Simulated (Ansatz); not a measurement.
Input and command of a plane-wave DFT calculation in Ansatz:

```yaml
crystal:
  lattice:
    - [7.0182691823, 0.0, 0.0]
    - [-3.5091345911, 6.0779994024, 0.0]
    - [0.0, 0.0, 17.5148204021]
  atoms:
    - { symbol: Te, position: [0.1666666667, 0.3333333333, 0.8964393082] }
    - { symbol: Te, position: [0.1666666667, 0.8333333333, 0.8964393082] }
    - { symbol: Te, position: [0.6666666667, 0.3333333333, 0.8964393082] }
    - { symbol: Te, position: [0.6666666667, 0.8333333333, 0.8964393082] }
    - { symbol: Te, position: [0.1666666667, 0.3333333333, 0.1035606918] }
    - { symbol: Te, position: [0.1666666667, 0.8333333333, 0.1035606918] }
    - { symbol: Te, position: [0.6666666667, 0.3333333333, 0.1035606918] }
    - { symbol: Te, position: [0.6666666667, 0.8333333333, 0.1035606918] }
    - { symbol: Mo, position: [0.0, 0.0, 0.0] }
    - { symbol: Mo, position: [0.0, 0.5, 0.0] }
    - { symbol: Mo, position: [0.5, 0.0, 0.0] }
    - { symbol: Mo, position: [0.5, 0.5, 0.0] }
basis:
  ecutwfc: 420
kpoints:
  mp_grid: { grid: [6, 6, 4] }
hamiltonian:
  xc: pbe
  dispersion: d3bj
scf:
  occupations: { method: gaussian, width: 0.1 }
output:
  forces: true
  stress: true
  eigenvalues: true
```

```bash
ansatz run input.yaml --threads 2 --pin off --max-ram 5120MiB --backend cpu --events-out ev --progress --plain --runs-dir out
```

Processor: Intel(R) Xeon(R) Platinum 8488C (Sapphire Rapids), 2 threads, on a host shared with other jobs.

**Question.** Estimate time, memory and problem size.

**Answer.** About 31 s on 2 threads of Intel(R) Xeon(R) Platinum 8488C (Sapphire Rapids) (shared host), peak memory 1.8 GiB. It solves 111 bands at 21 k points (the mesh reduced by the symmetry that the task leaves, which can be less than the crystal's) with about 14705 plane waves, in 8 SCF iterations.